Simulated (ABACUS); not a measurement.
# TePb (Fm-3m) in ABACUS: notebook

One crystal, TePb, is run at these levels: LDA; tasks: band structure, equation of state.

Everything below comes from runs of ABACUS 3.10.1. Logs are shortened: lines on timing, memory, paths and dates and some standing lists are left out, and cuts for length are marked.

**Measured values to compare with.**

A printed reference work, monograph reports, for a bulk crystal of TePb at 4.2 K: band gap 0.19 eV (direct).

The runs below are set against these values where they give the same quantity.

**1. The crystal as given**

The structure is cubic, space group Fm-3m (No. 225). The conventional cell has a = 6.462 Å, b = 6.462 Å, c = 6.462 Å, α = 90.00°, β = 90.00°, γ = 90.00°. Pb (site symmetry m-3m) has 6 Te at 3.23 Å as nearest neighbours. Around Te (site symmetry m-3m) lie 6 Pb at 3.23 Å.

**2. Band structure, LDA**

Contents of INPUT:

```
INPUT_PARAMETERS
suffix              TePb
calculation         nscf
basis_type          lcao
pseudo_dir          ./
orbital_dir         ./
symmetry            -1
dft_functional      pz
ecutwfc             103.0
pseudo_rcut         7
nspin               1
nbands              34
ks_solver           genelpa
smearing_method     fd
smearing_sigma      0.00367493
scf_thr             1e-07
scf_nmax            100
mixing_type         broyden
mixing_beta         0.7
init_chg            file
out_band            1
```

Contents of STRU:

```
ATOMIC_SPECIES
Pb 207.2000 Pb.upf
Te 127.6000 Te.upf

NUMERICAL_ORBITAL
Pb_confined-atom_8au_3s3p2d.orb
Te_confined-atom_8au_3s3p2d.orb

LATTICE_CONSTANT
8.6347709725

LATTICE_VECTORS
0.0000000000 0.7071067812 0.7071067812
0.7071067812 0.0000000000 0.7071067812
0.7071067812 0.7071067812 0.0000000000

ATOMIC_POSITIONS
Cartesian

Pb
0.0
1
0.0000000000 0.0000000000 0.0000000000 1 1 1

Te
0.0
1
0.7071067812 0.7071067812 0.7071067812 1 1 1
```

Contents of KPT:

```
K_POINTS
12
Line
0.00000000 0.00000000 0.00000000 10 // G
0.50000000 0.00000000 0.50000000 10 // X
0.50000000 0.25000000 0.75000000 10 // W
0.37500000 0.37500000 0.75000000 10 // K
0.00000000 0.00000000 0.00000000 10 // G
0.50000000 0.50000000 0.50000000 10 // L
0.62500000 0.25000000 0.62500000 10 // U
0.50000000 0.25000000 0.75000000 10 // W
0.50000000 0.50000000 0.50000000 10 // L
0.37500000 0.37500000 0.75000000 1 // K
0.62500000 0.25000000 0.62500000 10 // U
0.50000000 0.00000000 0.50000000 1 // X
```

Potentials or basis: PseudoDojo NC SR 0.4.1 LDA stringent, DZP LCAO (the cutoffs set its grid).

The run is started by

```console
> OMP_NUM_THREADS=1 mpirun -np 4 abacus > log
```

running log:

```text
ABACUS v3.10.1

               Atomic-orbital Based Ab-initio Computation at UStc

 ------------------------------------------------------------------------------------

 READING GENERAL INFORMATION
                           global_out_dir = OUT.TePb/
                           global_in_card = INPUT
                               pseudo_dir = ./
                              orbital_dir = ./
                                    DSIZE = 4
                                    GSIZE = 1

 READING UNITCELL INFORMATION
                                    ntype = 2
                  lattice constant (Bohr) = 8.63477
              lattice constant (Angstrom) = 4.56932

 READING ATOM TYPE 1
                               atom label = Pb
                      L=0, number of zeta = 3
                      L=1, number of zeta = 3
                      L=2, number of zeta = 2
             number of atom for this type = 1

 READING ATOM TYPE 2
                               atom label = Te
                      L=0, number of zeta = 3
                      L=1, number of zeta = 3
                      L=2, number of zeta = 2
             number of atom for this type = 1

                        TOTAL ATOM NUMBER = 2
CARTESIAN COORDINATES ( UNIT =       8.634770972500 Bohr ).
    atom                   x                   y                   z     mag                  vx                  vy                  vz
tauc_Pb1            0.0000000000        0.0000000000        0.0000000000  0.0000        0.0000000000        0.0000000000        0.0000000000
tauc_Te1            0.7071067812        0.7071067812        0.7071067812  0.0000        0.0000000000        0.0000000000        0.0000000000

                          Volume (Bohr^3) = 455.237
                             Volume (A^3) = 67.4591

 Lattice vectors: (Cartesian coordinate: in unit of a_0)
                   +0           +0.707107           +0.707107
            +0.707107                  +0           +0.707107
            +0.707107           +0.707107                  +0
 Reciprocal vectors: (Cartesian coordinate: in unit of 2 pi/a_0)
            -0.707107           +0.707107           +0.707107
            +0.707107           -0.707107           +0.707107
            +0.707107           +0.707107           -0.707107
 The esolver type has been set to : ksdft_lcao

                PAO radial cut off (Bohr) = 7

 Read in pseudopotential file is Pb.upf
                     pseudopotential type = NC
          exchange-correlation functional = SLAPWNOGXNOGC
                 nonlocal core correction = 1
                        valence electrons = 22
                                     lmax = 2
                           number of zeta = 5
                     number of projectors = 6
                           L of projector = 0
                           L of projector = 0
                           L of projector = 1
                           L of projector = 1
                           L of projector = 2
                           L of projector = 2
 XC functional updated to : pz
          exchange-correlation functional = PZ
                PAO radial cut off (Bohr) = 7

 Read in pseudopotential file is Te.upf
                     pseudopotential type = NC
          exchange-correlation functional = SLAPWNOGXNOGC
                 nonlocal core correction = 1
                        valence electrons = 24
                                     lmax = 2
                           number of zeta = 5
                     number of projectors = 6
                           L of projector = 0
                           L of projector = 0
                           L of projector = 1
                           L of projector = 1
                           L of projector = 2
                           L of projector = 2
 XC functional updated to : pz
          exchange-correlation functional = PZ
     initial pseudo atomic orbital number = 26

 SETUP THE ELECTRONS NUMBER
            electron number of element Pb = 22
      total electron number of element Pb = 22
            electron number of element Te = 24
      total electron number of element Te = 24
            AUTOSET number of electrons:  = 46
                           occupied bands = 23
                                   NLOCAL = 44
                                   NBANDS = 34
                                   NBANDS = 34
                                   NLOCAL = 44

%%%%%%%%%%%%%%%%%%%%%%%%%%%%%%%%%%%%%%%%%%%%%%%%%%%%%%%%%%%%%%%%%%%%%%%%%%%%%%%%%%%%%%%%%%%%%%%%%%%%%%%%%%
 Warning: the number of valence electrons in pseudopotential > 4 for Pb: [Xe] 4f14 5d10 6s2 6p2
 Warning: the number of valence electrons in pseudopotential > 6 for Te: [Kr] 4d10 5s2 5p4
 Pseudopotentials with additional electrons can yield (more) accurate outcomes, but may be less efficient.
 If you're confident that your chosen pseudopotential is appropriate, you can safely ignore this warning.
%%%%%%%%%%%%%%%%%%%%%%%%%%%%%%%%%%%%%%%%%%%%%%%%%%%%%%%%%%%%%%%%%%%%%%%%%%%%%%%%%%%%%%%%%%%%%%%%%%%%%%%%%%

 SETUP THE PLANE WAVE BASIS
 energy cutoff for charge/potential (unit:Ry) = 412
            fft grid for charge/potential = [ 60, 60, 60 ]
                        fft grid division = [ 3, 3, 3 ]
        big fft grid for charge/potential = [ 20, 20, 20 ]
                                     nbxx = 2000
                                     nrxx = 54000

 SETUP PLANE WAVES FOR CHARGE/POTENTIAL
                    number of plane waves = 64431
                         number of sticks = 2107

 PARALLEL PW FOR CHARGE/POTENTIAL
     PROC   COLUMNS(POT)             PW
        1            527          16110
        2            527          16108
        3            526          16105
        4            527          16108
 --------------- sum -------------------
        4           2107          64431
                            number of |g| = 521
                                  max |g| = 778
                                  min |g| = 1.5

----------- Double Check Mixing Parameters Begin ------------
mixing_type: broyden
mixing_beta: 0.7
mixing_gg0: 1
mixing_gg0_min: 0.1
mixing_ndim: 8
----------- Double Check Mixing Parameters End ------------

 SETUP K-POINTS
                                    nspin = 1
                                   nkstot = 102
K-POINTS DIRECT COORDINATES
 KPOINTS    DIRECT_X    DIRECT_Y    DIRECT_Z  WEIGHT
       1  0.00000000  0.00000000  0.00000000  1.0000
       2  0.05000000  0.00000000  0.05000000  1.0000
       3  0.10000000  0.00000000  0.10000000  1.0000
       4  0.15000000  0.00000000  0.15000000  1.0000
       5  0.20000000  0.00000000  0.20000000  1.0000
       6  0.25000000  0.00000000  0.25000000  1.0000
[... 22 lines left out ...]
      29  0.40000000  0.35000000  0.75000000  1.0000
      30  0.38750000  0.36250000  0.75000000  1.0000
[... 72 further k points ...]

           k-point number in this process = 102
       minimum distributed K point number = 102

[... K-POINTS CARTESIAN COORDINATES: 102 rows ...]

[... K-POINTS DIRECT COORDINATES: 102 rows ...]

 SETUP PLANE WAVES FOR WAVE FUNCTIONS
     energy cutoff for wavefunc (unit:Ry) = 103
              fft grid for wave functions = [ 60, 60, 60 ]
                    number of plane waves = 9409
                         number of sticks = 583

 PARALLEL PW FOR WAVE FUNCTIONS
     PROC   COLUMNS(POT)             PW
        1            145           2350
        2            146           2353
        3            146           2353
        4            146           2353
 --------------- sum -------------------
        4            583           9409

 SET NONLOCAL PSEUDOPOTENTIAL PROJECTORS
 SET NONLOCAL PSEUDOPOTENTIAL PROJECTORS
 max number of nonlocal projetors among all species is 6

 -------------------------------------------
 NONSELF-CONSISTENT
 -------------------------------------------

 SETUP SEARCHING RADIUS FOR PROGRAM TO SEARCH ADJACENT ATOMS
                  longest orb rcut (Bohr) = 8
   longest nonlocal projector rcut (Bohr) = 1.54
                     search radius (Bohr) = 19.1
              searching radius is (Bohr)) = 19.1
         searching radius unit is (Bohr)) = 8.63
                         PeriodicBoundary = 1
                        Radius(unit:lat0) = 2.21
                                   glayer = [ 4, 4, 4 ]
                             glayer_minus = [ 3, 3, 3 ]

Find the coordinate range of the input atom(unit:lat0).
                                  min_tau = [ -4.24, -4.24, -4.24 ]
                                  max_tau = [ 4.95, 4.95, 4.95 ]
                                BoxNumber = [ 7, 7, 7 ]

 SETUP EXTENDED REAL SPACE GRID FOR GRID INTEGRATION
                          real space grid = [ 60, 60, 60 ]
                 big cell numbers in grid = [ 20, 20, 20 ]
             meshcell numbers in big cell = [ 3, 3, 3 ]
                        extended fft grid = [ 23, 23, 23 ]
                dimension of extened grid = [ 67, 67, 67 ]
                            UnitCellTotal = 125
              Atom number in sub-FFT-grid = 2
    Local orbitals number in sub-FFT-grid = 44
                                ParaV.nnr = 22506
                                 init_chg = file
 try to read charge from file
 Read in the charge density: OUT.TePb//TePb-CHARGE-DENSITY.restart

 LCAO ALGORITHM --------------- ION=   1  ELEC=   1--------------------------------
[... levels at 102 k points of this process ...]

 Density error is 0.00000000000
----------------------------------------------------------
     Energy           Rydberg                 eV
----------------------------------------------------------
 E_KohnSham     -981.4250667812      -13352.9730682553
 E_KS(sigma->0) -981.4250648837      -13352.9730424378
 E_Harris       -981.4250667812      -13352.9730682553
 E_band         -134.7178066727      -1832.9297928111
 E_one_elec     -667.7097097804      -9084.6566629401
 E_Hartree      319.1630129057       4342.4355663652
 E_xc           -140.6574335665      -1913.7425625608
 E_Ewald        -492.2209325449      -6697.0093574847
 E_entropy(-TS) -0.0000037951        -0.0000516349
 E_descf        0.0000000000         0.0000000000
 E_exx          0.0000000000         0.0000000000
 E_Fermi        0.7795023347         10.6056733557
----------------------------------------------------------

 charge density convergence is achieved
 final etot is -13352.973068 eV
 EFERMI = 10.605673356 eV

 STATE ENERGY(eV) AND OCCUPATIONS    NSPIN == 1
 1/102 kpoint (Cartesian) = 0.0000 0.0000 0.0000 (1996 pws)
       1       -147.725      0.0196078
       2       -129.235      0.0196078
       3       -97.9754      0.0196078
       4       -97.9754      0.0196078
       5       -97.9754      0.0196078
       6       -70.8238      0.0196078
[... 26 lines left out ...]
      33        32.3020        0.00000
      34        32.3020        0.00000

 2/102 kpoint (Cartesian) = 0.0000 0.070711 0.0000 (1993 pws)
       1       -147.725      0.0196078
       2       -129.235      0.0196078
       3       -97.9754      0.0196078
       4       -97.9754      0.0196078
       5       -97.9754      0.0196078
       6       -70.8238      0.0196078
[... 26 lines left out ...]
      33        31.2359        0.00000
      34        31.2359        0.00000

 3/102 kpoint (Cartesian) = 0.0000 0.14142 0.0000 (2000 pws)
       1       -147.725      0.0196078
       2       -129.235      0.0196078
       3       -97.9753      0.0196078
       4       -97.9753      0.0196078
       5       -97.9753      0.0196078
       6       -70.8237      0.0196078
[... 26 lines left out ...]
      33        29.8620        0.00000
      34        29.8620        0.00000

 4/102 kpoint (Cartesian) = 0.0000 0.21213 0.0000 (2003 pws)
       1       -147.725      0.0196078
       2       -129.235      0.0196078
       3       -97.9752      0.0196078
       4       -97.9752      0.0196078
       5       -97.9751      0.0196078
       6       -70.8237      0.0196078
[... 26 lines left out ...]
      33        28.5348        0.00000
      34        28.5348        0.00000

 5/102 kpoint (Cartesian) = 0.0000 0.28284 0.0000 (2004 pws)
       1       -147.725      0.0196078
       2       -129.235      0.0196078
       3       -97.9751      0.0196078
       4       -97.9751      0.0196078
       5       -97.9750      0.0196078
       6       -70.8237      0.0196078
[... 26 lines left out ...]
      33        27.3007        0.00000
      34        27.3007        0.00000

 6/102 kpoint (Cartesian) = 0.0000 0.35355 0.0000 (2012 pws)
       1       -147.725      0.0196078
       2       -129.235      0.0196078
       3       -97.9750      0.0196078
       4       -97.9750      0.0196078
       5       -97.9749      0.0196078
       6       -70.8237      0.0196078
[... 26 lines left out ...]
      33        26.1929        0.00000
      34        26.1929        0.00000

[... levels at 96 further k points ...]

 --------------------------------------------
 !FINAL_ETOT_IS -13352.97306825528 eV
 --------------------------------------------

 Output bands in file: OUT.TePb/BANDS_1.dat
```

It took 1.1 s on 4 MPI ranks of Intel Xeon Platinum 8223CL at 3.00GHz (Skylake/Cascade Lake), shared host; peak memory 0.48 GiB.

Results:

- Band gap along the path: 0.66 eV, direct

Levels at the corners of the path, in eV from the Fermi level:
```
point  band 19  band 20  band 21  band 22  band 23  band 24  band 25  band 26  band 27  band 28
    Γ   -12.43    -6.10    -1.63    -1.63    -1.63     3.83     3.83     3.83     5.64     5.64
    X   -10.75    -7.77    -4.86    -3.12    -3.12     3.38     5.26     5.26     6.34    10.02
    W   -10.59    -8.45    -4.14    -4.14    -0.67     1.26     5.22     5.22     7.01     7.01
    K   -10.65    -8.43    -4.48    -2.63    -2.44     3.33     3.43     5.31     5.69     9.47
    Γ   -12.43    -6.10    -1.63    -1.63    -1.63     3.83     3.83     3.83     5.64     5.64
    L   -10.99    -9.03    -1.20    -1.20    -0.33     0.33     0.86     0.86     9.16     9.69
    U   -10.65    -8.43    -4.48    -2.63    -2.44     3.33     3.43     5.31     5.69     9.47
    W   -10.59    -8.45    -4.14    -4.14    -0.67     1.26     5.22     5.22     7.01     7.01
    L   -10.99    -9.03    -1.20    -1.20    -0.33     0.33     0.86     0.86     9.16     9.69
    K   -10.65    -8.43    -4.48    -2.63    -2.44     3.33     3.43     5.31     5.69     9.47
    U   -10.65    -8.43    -4.48    -2.63    -2.44     3.33     3.43     5.31     5.69     9.47
    X   -10.75    -7.77    -4.86    -3.12    -3.12     3.38     5.26     5.26     6.34    10.02
```

Caveat: the atomic orbitals were generated for these runs and aren't a published set; the density is read from an earlier self-consistent run, whose mesh may be coarse; spin-orbit coupling is left out, which moves the levels of the heavy elements; the basis of atomic orbitals isn't converged, which shifts pressures, moduli and gaps.

(Continued in part 2 of 2.)
